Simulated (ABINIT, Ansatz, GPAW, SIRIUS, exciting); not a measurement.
# Sn: programs and potentials compared

```
CELL_PARAMETERS angstrom
-1.96923 2.05623 1.62201
2.04455 -2.03890 1.69286
1.97855 2.04822 -1.60084
ATOMIC_POSITIONS crystal
Sn 0.00815 0.00113 0.99938
```

This isn't the form of Sn at room conditions, which is tetragonal (white tin).

The given cell was strained at random by a few per cent at fixed volume.

Alike in all runs: task single point; functional PBEsol; k mesh 10 × 10 × 10; occupations fermi-dirac, width 0.05 eV; no spin polarisation; no spin-orbit coupling. Pressure is positive in compression and, in plane waves, holds the error of the finite cutoff, which Ansatz's Pulay term estimates and takes out.

```tsv
program and potentials	plane-wave cutoff (eV)	notes	band gap (eV)	pressure (GPa)	energy over the undisturbed cell (meV/atom)
Ansatz, Ansatz PAW	420	potentials made for PBE, which Ansatz adapts in part; Pulay term of +0.03 GPa included	no gap	-1.73	1.31
exciting, all-electron LAPW+lo, shipped species files, valence relativity iora*	-	-	no gap	-	1.11
Ansatz, all-electron LAPW, scalar-relativistic	-	-	no gap	-1.73	-
SIRIUS, PseudoDojo 0.4.1 PBEsol standard (scalar relativistic)	983	-	no gap	-1.66	-
GPAW, PAW data sets generated for this functional	600	-	no gap	-1.96	1.31
ABINIT, PseudoDojo NC SR PBEsol v0.4.1 standard	980	-	no gap	-1.66	1.28
```

None finds a gap. The pressure spans -1.96 (GPAW, PAW data sets generated for this functional) to -1.66 GPa (SIRIUS, PseudoDojo 0.4.1 PBEsol standard (scalar relativistic)), with all-electron results at -1.73.

The functional is the same throughout but for its coding, so the spread measures potentials, basis and numerics; runs on potential files found faulty are left out.
